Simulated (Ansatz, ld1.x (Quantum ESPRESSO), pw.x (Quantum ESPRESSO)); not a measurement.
# Equation-of-state test of one ultrasoft potential (hydrogen (H))

ld1.x (Quantum ESPRESSO) 7.5 input, shortened:

```
&input
   title='H', zed=1., rel=1, dft='PBE', iswitch=3,
   config='1s1 2p-2'
 /
 &inputp
   pseudotype=3, tm=.true., lloc=-2, rcloc=1.20,
   nlcc=.false.
 /
3
1S  1  0   1.00   0.00  1.10  1.30  0.0
1S  1  0   0.00   0.45  1.10  1.30  0.0
2P  2  1  -2.00   0.35  1.05  1.20  0.0
 &test
   configts(1)='1s1'
 /
```

Atomic tests: cutoffs needed: 15 Ry and 25 Ry (the cutoffs (Ry, on a coarse ladder) from which the occupation-weighted sum of valence levels, in a spherical-Bessel basis at the reference potential, stays within 10 and 1 mRy of its value at 400 Ry); ghost test: no extra level below or beside the all-electron valence levels (s, p, d, f tested) (spherical-Bessel basis up to 400 Ry, 20 bohr box); lowest eigenvalue of the overlap operator: 0.96 (p channel).

Crystal test: sc H in pw.x 7.5, no spin, 18³ k-points, Fermi–Dirac smearing 0.01 Ry, cutoffs 40/600 Ry. The reference is all-electron LAPW (Ansatz 0.2.0) with the same functional, mesh and smearing; V0 and B0 come from Birch–Murnaghan fits to the pressures at five volumes. Errors are pseudo minus all-electron; Δ is the rms difference of the E(V) curves that follow from these fits, minima aligned, over ±6 % about the mean V0. Mesh and smearing are coarse, so the numbers serve the comparison and aren't converged zero-temperature values; the lattice is a test structure that the element need not adopt.

All-electron: a0 = 1.457 Å (V0 = 3.09 Å³/atom), B0 = 101.5 GPa.

Q: How far does the potential miss the all-electron equation of state?

A: mean pressure error (GPa): +0.30; a0 (Å): 1.458; a0 error (%): +0.09; B0 error (%): -0.2; Δ (meV/atom): 0.2.

| V (Å³/atom) | P all-electron (GPa) | P pseudo (GPa) |
| --- | --- | --- |
| 2.904 | 6.98 | 7.33 |
| 2.981 | 3.90 | 4.22 |
| 3.057 | 1.13 | 1.43 |
| 3.133 | -1.36 | -1.08 |
| 3.210 | -3.61 | -3.35 |

Q: At the middle volume, how do free energy and pressure move when the wave cutoff is lowered (ecutrho held at 600 Ry)?

A:

```tsv
cutoff (Ry)	shift of F (meV/atom)	shift of P (GPa)
18	+35.7	-5.55
24	+8.8	-1.89
32	+1.0	-0.24
```

The run at the middle volume (220 k-points, 5 iterations) took about 1.3 s on one core of a shared host (Neoverse-V1, 32 threads, 247 GiB, load 25).
